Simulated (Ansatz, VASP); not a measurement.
TiAl: VASP beside Ansatz

```
CELL_PARAMETERS angstrom
3.19521 0.00000 0.00000
0.00000 3.19521 0.00000
0.00000 0.00000 3.19521
ATOMIC_POSITIONS crystal
Ti 0.00000 0.00000 0.00000
Al 0.50000 0.50000 0.50000
```

Alike in both runs: task single point; functional PBE; k mesh 14 × 14 × 14; occupations gaussian, width 0.1 eV; no spin polarisation.

|  | VASP | Ansatz |
| --- | --- | --- |
| version | VASP 6.6.1 | Ansatz 0.2.0 |
| potentials or method | VASP PAW PBE potentials, release 64 (Ti_sv, Al) | scalar-relativistic, plane waves, PAW |
| plane-wave cutoff (eV) | 520 | 420 |
| valence electrons in the cell | 15 | 15 |

|  | VASP | Ansatz | Ansatz less VASP |
| --- | --- | --- | --- |
| gap on the k mesh at the Fermi level (eV) | none | none | - |
| pressure (GPa) | -0.9 | -0.9 | +0.03 |

A gap of «none» marks a metal or a gap that the smearing closes. The functional is the same, so the differences come from potentials, cutoffs and numerics.
